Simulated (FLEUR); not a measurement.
# NaI (Fm-3m) in FLEUR: single point with PBEsol

Aim: the single point of NaI with PBEsol.

All numbers are computed with FLEUR MaX-R8.1 (later development tree); they aren't measurements. Logs are shortened: lines on timing, memory, paths and dates and some standing lists are left out, and cuts for length are marked.

## (1) The structure

The structure is cubic, space group Fm-3m (No. 225). Conventional cell: a = 6.473 Å, b = 6.473 Å, c = 6.473 Å, α = 90.00°, β = 90.00°, γ = 90.00°. Around I (site symmetry m-3m) lie 6 Na at 3.24 Å. Na (site symmetry m-3m) is surrounded by 6 I at 3.24 Å.

## (2) Single point, PBEsol

inp.xml

```xml
<?xml version="1.0" encoding="UTF-8" standalone="no"?>
<fleurInput fleurInputVersion="0.39">
   <comment>
      NaI                                                                                                 
   </comment>
   <calculationSetup>
      <cutoffs Kmax="4.1" Gmax="12.7" GmaxXC="12.7" numbands="0"/>
      <scfLoop itmax="60" minDistance="0.00001" maxIterBroyd="15" imix="Anderson" alpha="0.05" precondParam="0.0" spinf="2.0" sdNocoIR="T"/>
      <coreElectrons ctail="T" frcor="F" kcrel="0" coretail_lmax="0"/>
      <xcFunctional name="PBEs" relativisticCorrections="F"/>
      <magnetism jspins="1"/>
      <soc l_soc="F" theta="0.0" phi="0.0" spav="F"/>
      <expertModes spex="0" secvar="F"/>
      <geometryOptimization l_f="F" forcealpha="1.0" forcemix="BFGS" epsdisp="0.00001" epsforce="0.00001"/>
      <ldaU l_linMix="F" mixParam="0.05" spinf="1.0"/>
   </calculationSetup>
   <cell>
      <bzIntegration valenceElectrons="32.0" mode="hist" fermiSmearingEnergy="0.00183747">
         <kPointListSelection listName="default-1"/>
         <!-- k-points included here -->
         <xi:include xmlns:xi="http://www.w3.org/2001/XInclude" href="kpts.xml"> </xi:include>
      </bzIntegration>
      <!-- symmetry operations included here -->
      <xi:include xmlns:xi="http://www.w3.org/2001/XInclude" href="sym.xml"> </xi:include>
      <bulkLattice scale="1.0">
         <bravaisMatrix>
            <row-1>    0.0000000000000000     6.1159096296554400     6.1159096296554400</row-1>
            <row-2>    6.1159096296554400     0.0000000000000000     6.1159096296554400</row-2>
            <row-3>    6.1159096296554400     6.1159096296554400     0.0000000000000000</row-3>
         </bravaisMatrix>
      </bulkLattice>
   </cell>
   <atomSpecies>
      <species name="Iodine (I)" element="I" atomicNumber="53">
         <mtSphere radius="2.66" gridPoints="879" logIncrement="0.015"/>
         <atomicCutoffs lmax="10" lnonsphr="10"/>
         <electronConfig flipSpins="F">
            <coreConfig>(1s1/2) (2s1/2) (2p1/2) (2p3/2) (3s1/2) (3p1/2) (3p3/2) (4s1/2) (3d3/2) (3d5/2)</coreConfig>
            <valenceConfig>(4p1/2) (4p3/2) (5s1/2) (4d3/2) (4d5/2) (5p1/2) (5p3/2)</valenceConfig>
            <stateOccupation state="(5p1/2)" spinUp="0.833333" spinDown="0.833333"/>
            <stateOccupation state="(5p3/2)" spinUp="1.666667" spinDown="1.666667"/>
         </electronConfig>
         <energyParameters s="5" p="5" d="5" f="4"/>
         <lo type="SCLO" l="1" n="4" eDeriv="0"/>
         <lo type="SCLO" l="1" n="4" eDeriv="1"/>
         <lo type="SCLO" l="2" n="4" eDeriv="0"/>
         <lo type="SCLO" l="2" n="4" eDeriv="1"/>
         <lo type="SCLO" l="0" n="5" eDeriv="2"/>
         <lo type="SCLO" l="3" n="4" eDeriv="2"/>
      </species>
      <species name="Sodium (Na)" element="Na" atomicNumber="11">
         <mtSphere radius="2.66" gridPoints="879" logIncrement="0.013"/>
         <atomicCutoffs lmax="10" lnonsphr="10"/>
         <electronConfig flipSpins="F">
            <coreConfig>(1s1/2)</coreConfig>
            <valenceConfig>(2s1/2) (2p1/2) (2p3/2) (3s1/2)</valenceConfig>
            <stateOccupation state="(3s1/2)" spinUp="0.500000" spinDown="0.500000"/>
         </electronConfig>
         <energyParameters s="3" p="2" d="3" f="4"/>
         <lo type="SCLO" l="0" n="2" eDeriv="0"/>
         <lo type="HELO" l="1" n="3" eDeriv="0"/>
         <lo type="HELO" l="1" n="3" eDeriv="1"/>
         <lo type="SCLO" l="2" n="3" eDeriv="2"/>
         <lo type="SCLO" l="3" n="4" eDeriv="2"/>
      </species>
   </atomSpecies>
   <atomGroups>
      <atomGroup species="Iodine (I)">
         <relPos label="                   1">1.000/2.000 1.000/2.000 1.000/2.000</relPos>
         <force calculate="T" relaxXYZ="TTT"/>
      </atomGroup>
      <atomGroup species="Sodium (Na)">
         <relPos label="                   2">.0000000000 .0000000000 .0000000000</relPos>
         <force calculate="T" relaxXYZ="TTT"/>
      </atomGroup>
   </atomGroups>
   <output dos="F" band="F" slice="F">
      <checks vchk="F" cdinf="F"/>
      <bandDOS minEnergy="-.5*Htr" maxEnergy="0.5*Htr" sigma="0.015" storeEVData="T"/>
      <vacuumDOS vacdos="F" integ="F" star="F" nstars="0" locx1="0.0" locy1="0.0" locx2="0.0" locy2="0.0" nstm="0" tworkf="0.0"/>
      <unfoldingBand unfoldBand="F" supercellX="1" supercellY="1" supercellZ="1"/>
      <plotting iplot="0" polar="F">
         <plot TwoD="T" vec1="  1.0  0.0  0.0" vec2="  0.0  1.0  0.0" vec3="  0.0  0.0  1.0" zero="  0.0  0.0  0.0" file="plot"/>
      </plotting>
      <chargeDensitySlicing numkpt="0" minEigenval="0.0" maxEigenval="0.0" nnne="0" pallst="F"/>
      <specialOutput eonly="F"/>
      <moessbauerParams electricFieldGradient="T" isomerShift="T" coreHyperfine="T" valenceHyperfine="T"/>
      <magneticCircularDichroism mcd="F" energyLo="-10.0" energyUp="0.0"/>
   </output>
  <!-- We include the file relax.xml here to enable relaxations (see documentation) -->
  <xi:include xmlns:xi="http://www.w3.org/2001/XInclude" href="relax.xml"> <xi:fallback/> </xi:include>
</fleurInput>
```

crystal.txt

```
NaI
&input cartesian=F /
0.0000000000  3.2364000000  3.2364000000
3.2364000000  0.0000000000  3.2364000000
3.2364000000  3.2364000000  0.0000000000
1.8897261246
1.0 1.0 1.0

2
53 0.5000000000  0.5000000000  0.5000000000
11 0.0000000000  0.0000000000  0.0000000000

&kpt div1=7 div2=7 div3=7 gamma=T /
```

Potentials or basis: all-electron, FLAPW.

On the command line:

```bash
$ inpgen -f crystal.txt -profile fastHighL
$ # inp.xml edited to the form shown
$ fleur_MPI
```

The program printed:

```text
Welcome to FLEUR        (www.flapw.de)
      MaX-Release 8.1          (www.max-centre.eu)

 ========== k-point set info ==========
 Selected k-point list: default-1
 k-point list type: mesh
 7 x 7 x 7
 Number of k points: 20

 ------------Calculation Setup---------------------------
 Number of MPI-tasks      :            1
 Number of PE/node        :            1
 Number of OMP-threads    :            1
 Most efficient MPI parallelization for:
           1           2           4           5          10          20
 Additional eigenvalue parallelization possible
 Number of basis functions:          625
 Approximate size of matrices (H+S) per k-point:         0.006 GB
 --------------------------------------------------------
 Iteration:     1   Distance:       3.69239277 me/bohr^3
 Iteration:     2   Distance:       3.48409174 me/bohr^3
 Iteration:     3   Distance:       1.18598362 me/bohr^3
 Iteration:     4   Distance:       0.46157609 me/bohr^3
 Iteration:     5   Distance:       0.40586830 me/bohr^3
 Iteration:     6   Distance:       0.04345401 me/bohr^3
 Iteration:     7   Distance:       0.04007850 me/bohr^3
 Iteration:     8   Distance:       0.00893395 me/bohr^3
 Iteration:     9   Distance:       0.00177554 me/bohr^3
 Iteration:    10   Distance:       0.00148476 me/bohr^3
 Iteration:    11   Distance:       0.00022788 me/bohr^3
 Iteration:    12   Distance:       0.00002450 me/bohr^3
 Iteration:    13   Distance:       0.00002336 me/bohr^3
 Iteration:    14   Distance:       0.00000108 me/bohr^3

 ********************************************************************
 Run finished successfully
 Stop message:
   all done
 ********************************************************************
```

out.xml (last iteration):

```text
<iteration numberForCurrentRun="   14" overallNumber="   14">
         <energyParameters units="Htr">
            <atomicEP atomType="1" spin="1" branch="5s" branchLowest="-6.32" branchHighest="0.02" value="-0.3706235848"/>
            <atomicEP atomType="1" spin="1" branch="5p" branchLowest="-4.38" branchHighest="0.66" value="-0.0208495279"/>
            <atomicEP atomType="1" spin="1" branch="5d" branchLowest="-1.54" branchHighest="1.75" value="0.2581839530"/>
            <atomicEP atomType="1" spin="1" branch="4f" branchLowest="-9.99" branchHighest="1.28" value="0.4217058431"/>
            <loAtomicEP atomType="1" spin="1" branch="4p" branchLowest="-31.23" branchHighest="-4.38" value="-4.3901762531"/>
            <loAtomicEP atomType="1" spin="1" branch="4p" branchLowest="-31.23" branchHighest="-4.38" value="-4.3901762531"/>
            <loAtomicEP atomType="1" spin="1" branch="4d" branchLowest="-21.94" branchHighest="-1.54" value="-1.5407146315"/>
            <loAtomicEP atomType="1" spin="1" branch="4d" branchLowest="-21.94" branchHighest="-1.54" value="-1.5407146315"/>
            <loAtomicEP atomType="1" spin="1" branch="5s" branchLowest="-6.32" branchHighest="0.02" value="-0.3706235848"/>
            <loAtomicEP atomType="1" spin="1" branch="4f" branchLowest="-9.99" branchHighest="1.28" value="0.4217041886"/>
            <atomicEP atomType="2" spin="1" branch="3s" branchLowest="-1.80" branchHighest="1.26" value="0.1953219051"/>
            <atomicEP atomType="2" spin="1" branch="2p" branchLowest="-9.99" branchHighest="-0.77" value="-0.7796487899"/>
            <atomicEP atomType="2" spin="1" branch="3d" branchLowest="-9.99" branchHighest="1.73" value="0.4554226476"/>
            <atomicEP atomType="2" spin="1" branch="4f" branchLowest="-9.99" branchHighest="3.04" value="0.6196241205"/>
            <loAtomicEP atomType="2" spin="1" branch="2s" branchLowest="-37.62" branchHighest="-1.80" value="-1.8078849302"/>
            <heloAtomicEP atomType="2" spin="1" branch="3p" branchLowest="1.07" branchHighest="1.07" value="1.0717713134"/>
            <heloAtomicEP atomType="2" spin="1" branch="3p" branchLowest="1.07" branchHighest="1.07" value="1.0717713134"/>
            <loAtomicEP atomType="2" spin="1" branch="3d" branchLowest="-9.99" branchHighest="1.73" value="0.4554229944"/>
            <loAtomicEP atomType="2" spin="1" branch="4f" branchLowest="-9.99" branchHighest="3.04" value="0.6196268207"/>
         </energyParameters>
         <eigenvalues>
            <eigenvaluesAt spin="1" ikpt="1" k_x="0.00000000" k_y="0.00000000" k_z="0.00000000">
                      -4.3766789873       -4.3766789873       -4.3766789873       -1.8078998722       -1.5444929342
                      -1.5444929342       -1.5443537633       -1.5443537633       -1.5443537633       -0.7818955795
                      -0.7818955795       -0.7818955795       -0.3696746284        0.0369180774        0.0369180774
                       0.0369180774        0.1658467608        0.3263146365        0.3263146365        0.3263146365
                       0.3962931452        0.3962931452        0.4126576281        0.4565621175        0.4565621175
            </eigenvaluesAt>
            <eigenvaluesAt spin="1" ikpt="2" k_x="0.00000000" k_y="0.00000000" k_z="0.14285714">
                      -4.3766790037       -4.3766789884       -4.3766789884       -1.8078993046       -1.5444930675
                      -1.5444930675       -1.5443535979       -1.5443528683       -1.5443528683       -0.7819337768
                      -0.7818977006       -0.7818977006       -0.3676421499        0.0152695243        0.0347927015
                       0.0347927015        0.1898920144        0.3096102727        0.3328558037        0.3328558037
                       0.3773725900        0.3773725900        0.4329785345        0.4660882654        0.4989415233
            </eigenvaluesAt>
            <eigenvaluesAt spin="1" ikpt="3" k_x="0.00000000" k_y="0.00000000" k_z="0.28571429">
[... 26 lines left out ...]
            <state n="1" l="0" j="0.5" energy="-1210.4184667812" weight="1.0000000000"/>
            <state n="2" l="0" j="0.5" energy="-186.7165672948" weight="1.0000000000"/>
            <state n="2" l="1" j="0.5" energy="-175.1902691598" weight="1.0000000000"/>
            <state n="2" l="1" j="1.5" energy="-164.2195352119" weight="2.0000000000"/>
            <state n="3" l="0" j="0.5" energy="-37.4421329613" weight="1.0000000000"/>
            <state n="3" l="1" j="0.5" energy="-32.6758498148" weight="1.0000000000"/>
            <state n="3" l="1" j="1.5" energy="-30.6114714585" weight="2.0000000000"/>
            <state n="4" l="0" j="0.5" energy="-6.3226585282" weight="1.0000000000"/>
            <state n="3" l="2" j="1.5" energy="-22.2074091237" weight="2.0000000000"/>
            <state n="3" l="2" j="2.5" energy="-21.7731004964" weight="3.0000000000"/>
         </coreStates>
         <coreStates atomType="     2" atomicNumber=" 11" spin="1" kinEnergy="    112.4564539033" eigValSum="    -75.2302026012" lostElectrons=" 0.000000">
            <state n="1" l="0" j="0.5" energy="-37.6151013006" weight="1.0000000000"/>
         </coreStates>
         <allElectronCharges>
            <spinDependentCharge spin="1" total="64.0000000" interstitial="2.6374067" mtSpheres="61.3625933"/>
            <totalCharge value="63.9999999968"/>
         </allElectronCharges>
         <moessbauerParams unitsHFF="kG" unitsIS="e/bohr^3" unitsEFG="Htr/bohr^2">
            <coreIsomerShift atomType="1" isTotal="253694.18170">
               <shell n="1" l="0" isomerShift="220022.03906"/>
               <shell n="2" l="0" isomerShift="26399.81315"/>
               <shell n="2" l="1" isomerShift="726.59372"/>
               <shell n="3" l="0" isomerShift="5258.61543"/>
               <shell n="3" l="1" isomerShift="157.31358"/>
               <shell n="4" l="0" isomerShift="1129.80673"/>
               <shell n="3" l="2" isomerShift="0.00003"/>
            </coreIsomerShift>
            <coreIsomerShift atomType="2" isTotal="823.85183">
               <shell n="1" l="0" isomerShift="823.85183"/>
            </coreIsomerShift>
            <isomerShift atomType="1" nucleusRadius="0.0001187" averageDensity="253838.71738"/>
            <isomerShift atomType="2" nucleusRadius="0.0000672" averageDensity="874.02207"/>
            <electricFieldGradient atomType="1" VXX="0.00000" VYY="0.00000" VZZ="0.00000" asymParam="0.00000">
            </electricFieldGradient>
            <electricFieldGradient atomType="2" VXX="0.00000" VYY="0.00000" VZZ="0.00000" asymParam="0.00000">
            </electricFieldGradient>
         </moessbauerParams>
         <totalEnergy                                    value="    -7278.1631848074" units="Htr">
            <sumOfEigenvalues                            value="    -4422.2746620940">
               <coreElectrons value="-4371.5543578361"/>
               <valenceElectrons value="-50.7203042579"/>
            </sumOfEigenvalues>
            <densityCoulombPotentialIntegral value="-11871.6834063805"/>
            <densityEffectivePotentialIntegral value="-12124.8606523534"/>
            <chargeDenXCDenIntegral value="-192.6510093297"/>
            <FockExchangeEnergyValence value="0.0000000000"/>
            <FockExchangeEnergyCore value="0.0000000000"/>
            <atomTypeDependentContributions atomType="1">
               <electronNucleiInteractionDifferentMTs value="8634.1551587345"/>
               <MadelungTerm value="-21.6211977740"/>
            </atomTypeDependentContributions>
            <atomTypeDependentContributions atomType="2">
               <electronNucleiInteractionDifferentMTs value="193.9820849894"/>
               <MadelungTerm value="-2.4980210489"/>
            </atomTypeDependentContributions>
            <tkbTimesEntropy value="0.0000000000"/>
            <freeEnergy value="-7278.1631848074"/>
            <extrapolationTo0K value="-7278.1631848074"/>
         </totalEnergy>
         <densityConvergence units="me/bohr^3">
            <chargeDensity spin="1" distance="0.0000010766"/>
         </densityConvergence>
      </iteration>
```

Wall time 51 s (1 thread of Arm Neoverse V1, shared host); peak memory 0.07 GiB.

Results:

| Quantity | Value |
| --- | --- |
| Free energy | -198048.9096 eV |
| Band gap on the k mesh | 3.51 eV, direct |
| Valence electrons inside the program's atomic spheres | I 21.16; Na 8.21 (radii I 2.66, Na 2.66 bohr) |

Core levels (eV from the Fermi level):
| atom | levels |
| --- | --- |
| 1 I | 1s1/2 -32938.2, 2s1/2 -5081.8, 2p1/2 -4768.2, 2p3/2 -4469.6, 3s1/2 -1019.9, 3p1/2 -890.2, 3p3/2 -834.0, 4s1/2 -173.1, 3d3/2 -605.3, 3d5/2 -593.5 |
| 2 Na | 1s1/2 -1024.6 |

Caveat: spin-orbit coupling is left out, which moves the levels of the heavy elements. As with any semilocal functional, this PBEsol gap is likely too small.
